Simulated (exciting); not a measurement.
# Ni (Fm-3m) in exciting: reference runs

Aim: a first look at Ni with PBE, on the cell as given.

All numbers are computed with exciting (release sodium); they aren't measurements. Logs are shortened: lines on timing, memory, paths and dates and some standing lists are left out, and cuts for length are marked.

## Step 1: The crystal as given

It takes space group Fm-3m (No. 225, cubic). The conventional cell has a = 3.475 Å, b = 3.475 Å, c = 3.475 Å, α = 90.00°, β = 90.00°, γ = 90.00°. Ni (site symmetry m-3m) has 12 Ni at 2.46 Å as nearest neighbours.

## Step 2: Single point, PBE, collinear spin, ferromagnetic start

File input.xml:

```xml
<input>
  <title>Ni</title>
  <structure speciespath="./" tshift="false">
    <crystal scale="1">
      <basevect>0.000000000000 3.283536964933 3.283536964933</basevect>
      <basevect>3.283536964933 0.000000000000 3.283536964933</basevect>
      <basevect>3.283536964933 3.283536964933 0.000000000000</basevect>
    </crystal>
    <species speciesfile="Ni.xml" rmt="2">
      <atom coord="0.000000000000 0.000000000000 0.000000000000" bfcmt="0 0 -8"/>
    </species>
  </structure>
  <groundstate do="fromscratch" ngridk="13 13 13" rgkmax="8" gmaxvr="14" lmaxapw="10" lmaxmat="10" lmaxvr="8" xctype="GGA_PBE" stype="Fermi Dirac" swidth="0.00183747" nempty="20" ValenceRelativity="iora*" epsengy="1e-06" epspot="1e-06" maxscl="120" tforce="true" outputlevel="normal">
    <spin reducebf="0.5"/>
  </groundstate>
  <properties>
    <chargedensityplot>
      <plot3d>
        <box grid="13 13 13">
          <origin coord="0 0 0"/>
          <point coord="1 0 0"/>
          <point coord="0 1 0"/>
          <point coord="0 0 1"/>
        </box>
      </plot3d>
    </chargedensityplot>
    <elfplot>
      <plot3d>
        <box grid="13 13 13">
          <origin coord="0 0 0"/>
          <point coord="1 0 0"/>
          <point coord="0 1 0"/>
          <point coord="0 0 1"/>
        </box>
      </plot3d>
    </elfplot>
    <exccplot>
      <plot3d>
        <box grid="13 13 13">
          <origin coord="0 0 0"/>
          <point coord="1 0 0"/>
          <point coord="0 1 0"/>
          <point coord="0 0 1"/>
        </box>
      </plot3d>
    </exccplot>
  </properties>
</input>
```

Potentials or basis: all-electron LAPW+lo, shipped species files, valence relativity iora*.

Command:

```
> OMP_NUM_THREADS=1 exciting_smp
```

INFO.OUT:

```text
================================================================================
EXCITING SODIUM started
[... 10 lines left out ...]

 Lattice vectors (cartesian) :
      0.0000000000      3.2835369649      3.2835369649
      3.2835369649      0.0000000000      3.2835369649
      3.2835369649      3.2835369649      0.0000000000

 Reciprocal lattice vectors (cartesian) :
     -0.9567709111      0.9567709111      0.9567709111
      0.9567709111     -0.9567709111      0.9567709111
      0.9567709111      0.9567709111     -0.9567709111

 Unit cell volume                           :      70.8036627889
 Brillouin zone volume                      :       3.5033528446

 Species :    1 (Ni)
     parameters loaded from                 :    Ni.xml
     name                                   :    nickel
     nuclear charge                         :     -28.00000000
     electronic charge                      :      28.00000000
     atomic mass                            :  106991.52300000
     muffin-tin radius                      :       2.00000000
     # of radial points in muffin-tin       :     350

     atomic positions (lattice) :
       1 :   0.00000000  0.00000000  0.00000000

     magnetic fields (cartesian) :
       1 :   0.00000000  0.00000000 -8.00000000

 Total number of atoms per unit cell        :       1

 Spin treatment                             :    spin-polarised
 Global magnetic field (cartesian) :        0.00000000   0.00000000   0.00000000
 collinear magnetisation in z-direction

 Number of Bravais lattice symmetries       :      48
 Number of crystal symmetries               :      48

 k-point grid                               :      13   13   13
 Total number of k-points                   :      84
 k-point set is reduced with crystal symmetries

 R^MT_min * |G+k|_max (rgkmax)              :       8.00000000
 Species with R^MT_min                      :       1 (Ni)
 Maximum |G+k| for APW functions            :       4.00000000
 Maximum |G| for potential and density      :      14.00000000

 G-vector grid sizes                        :      24    24    24
 Total number of G-vectors                  :    3287

 Maximum angular momentum used for
     APW functions                          :      10
     computing H and O matrix elements      :      10
     potential and density                  :       8
     inner part of muffin-tin               :       2

 Total nuclear charge                       :     -28.00000000
 Total electronic charge                    :      28.00000000
 Total core charge                          :      12.00000000
 Total valence charge                       :      16.00000000

 Number of empty states                     :      20
 Total number of valence states             :      58

 Maximum Hamiltonian size                   :      96
 Maximum number of plane-waves              :      84
 Total number of local-orbitals             :      12

 Exchange-correlation type                  :      20
[... 23 lines left out ...]
+ SCF iteration number :    1                                                  +
++++++++++++++++++++++++++++++++++++++++++++++++++++++++++++++++++++++++++++++++
 Total energy                               :     -1520.69684886
 _______________________________________________________________
 Fermi energy                               :         0.37515511
 Kinetic energy                             :      1545.56090586
 Coulomb energy                             :     -3002.61732411
 Exchange energy                            :       -62.29789189
 Correlation energy                         :        -1.34253872
 No external B-field energy in total energy

 DOS at Fermi energy (states/Ha/cell)       :        44.10466295

 Electron charges :
     core                                   :        12.00000000
     core leakage                           :         0.00227099
     valence                                :        16.00000000
     interstitial                           :         1.61186094
     charge in muffin-tin spheres :
                  atom     1    Ni          :        26.38813906
     total charge in muffin-tins            :        26.38813906
     total charge                           :        28.00000000

 Moments :
     interstitial                           :        -0.02570260
     moment in muffin-tin spheres :
                  atom     1    Ni          :         0.86515635
     total moment in muffin-tins            :         0.86515635
     total moment                           :         0.83945375
[... 303 lines left out ...]
 Electron charges :
     core                                   :        12.00000000
     core leakage                           :         0.00227034
     valence                                :        16.00000000
     interstitial                           :         1.62658567
     charge in muffin-tin spheres :
                  atom     1    Ni          :        26.37341433
     total charge in muffin-tins            :        26.37341433
     total charge                           :        28.00000000

 Moments :
     interstitial                           :        -0.03976810
     moment in muffin-tin spheres :
                  atom     1    Ni          :         0.66891708
     total moment in muffin-tins            :         0.66891708
     total moment                           :         0.62914898

 RMS change in effective potential (target) :  0.169333E-04  ( 0.100000E-05)
 Absolute change in total energy   (target) :  0.198603E-02  ( 0.100000E-05)
 Charge distance                   (target) :  0.447048E-05  ( 0.100000E-04)
 Abs. change in max-nonIBS-force   (target) :   0.00000      ( 0.500000E-04)

++++++++++++++++++++++++++++++++++++++++++++++++++++++++++++++++++++++++++++++++
[... 7 further cycles ...]
+ SCF iteration number :   18                                                  +
++++++++++++++++++++++++++++++++++++++++++++++++++++++++++++++++++++++++++++++++
 Total energy                               :     -1520.83056638
 _______________________________________________________________
 Fermi energy                               :         0.34378221
 Kinetic energy                             :      1545.09405678
 Coulomb energy                             :     -3002.31373459
 Exchange energy                            :       -62.26811137
 Correlation energy                         :        -1.34277720
 No external B-field energy in total energy

 DOS at Fermi energy (states/Ha/cell)       :        41.41771952

 Electron charges :
     core                                   :        12.00000000
     core leakage                           :         0.00227038
     valence                                :        16.00000000
     interstitial                           :         1.62658366
     charge in muffin-tin spheres :
                  atom     1    Ni          :        26.37341634
     total charge in muffin-tins            :        26.37341634
     total charge                           :        28.00000000

 Moments :
     interstitial                           :        -0.03945884
     moment in muffin-tin spheres :
                  atom     1    Ni          :         0.66806069
     total moment in muffin-tins            :         0.66806069
     total moment                           :         0.62860185

 RMS change in effective potential (target) :  0.219485E-05  ( 0.100000E-05)
 Absolute change in total energy   (target) :  0.285760E-04  ( 0.100000E-05)
 Charge distance                   (target) :  0.742821E-07  ( 0.100000E-04)
 Abs. change in max-nonIBS-force   (target) :   0.00000      ( 0.500000E-04)
[... 303 lines left out ...]
 Electron charges :
     core                                   :        12.00000000
     core leakage                           :         0.00227038
     valence                                :        16.00000000
     interstitial                           :         1.62658718
     charge in muffin-tin spheres :
                  atom     1    Ni          :        26.37341282
     total charge in muffin-tins            :        26.37341282
     total charge                           :        28.00000000

 Moments :
     interstitial                           :        -0.03943874
     moment in muffin-tin spheres :
                  atom     1    Ni          :         0.66802246
     total moment in muffin-tins            :         0.66802246
     total moment                           :         0.62858371

 RMS change in effective potential (target) :  0.353211E-07  ( 0.100000E-05)
 Absolute change in total energy   (target) :  0.230682E-07  ( 0.100000E-05)
 Charge distance                   (target) :  0.966825E-09  ( 0.100000E-04)
 Abs. change in max-nonIBS-force   (target) :   0.00000      ( 0.500000E-04)

++++++++++++++++++++++++++++++++++++++++++++++++++++++++++++++++++++++++++++++++
| Convergency criteria checked for the last 2 iterations                       +
| Convergence targets achieved. Performing final SCF iteration                 +
++++++++++++++++++++++++++++++++++++++++++++++++++++++++++++++++++++++++++++++++
 Total energy                               :     -1520.83038883
 _______________________________________________________________
 Fermi energy                               :         0.34378040
 Kinetic energy                             :      1545.09412371
 Coulomb energy                             :     -3002.31363360
 Exchange energy                            :       -62.26810167
 Correlation energy                         :        -1.34277726
 No external B-field energy in total energy

 DOS at Fermi energy (states/Ha/cell)       :        41.41845879

 Electron charges :
     core                                   :        12.00000000
     core leakage                           :         0.00227038
     valence                                :        16.00000000
     interstitial                           :         1.62658717
     charge in muffin-tin spheres :
                  atom     1    Ni          :        26.37341283
     total charge in muffin-tins            :        26.37341283
     total charge                           :        28.00000000

 Moments :
     interstitial                           :        -0.03943875
     moment in muffin-tin spheres :
                  atom     1    Ni          :         0.66802246
     total moment in muffin-tins            :         0.66802246
     total moment                           :         0.62858371

++++++++++++++++++++++++++++++++++++++++++++++++++++++++++++++++++++++++++++++++
+ Self-consistent loop stopped                                                 +
++++++++++++++++++++++++++++++++++++++++++++++++++++++++++++++++++++++++++++++++
 STATE.OUT is written

--------------------------------------------------------------------------------
- Writing atomic positions and forces                                          -
--------------------------------------------------------------------------------

 Atomic positions (lattice) :
 atom     1  Ni  :     0.00000000    0.00000000    0.00000000

 Total atomic forces including IBS (cartesian) :
 atom     1  Ni  :     0.00000000    0.00000000    0.00000000

 Atomic force components including IBS (cartesian) :
 atom     1  Ni  :     0.00000000    0.00000000    0.00000000   HF force
                 :     0.00000000    0.00000000    0.00000000   core correction
                 :     0.00000000    0.00000000    0.00000000   IBS correction

********************************************************************************
[... 7 lines left out ...]
| EXCITING SODIUM stopped                                                      =
================================================================================
```

Wall time 3 min (1 thread of Intel Xeon Platinum 8259CL at 2.50GHz (Skylake/Cascade Lake), shared host); peak memory 0.12 GiB.

Results:

```
Free energy                                       : -41383.9157 eV
Band gap on the k mesh                            : none (metal or under the smearing width)
Net moment                                        : 0.63 μB per cell
Site moments                                      : Ni +0.67 μB
All electrons inside the program's atomic spheres : Ni 26.37 (radii Ni 2.0 bohr)
```

Caveat: rgkmax is low for these elements, so energy differences scatter by about 1 meV per atom; the log's total energy holds no entropy term; the free energy is that total less TS from the occupations.
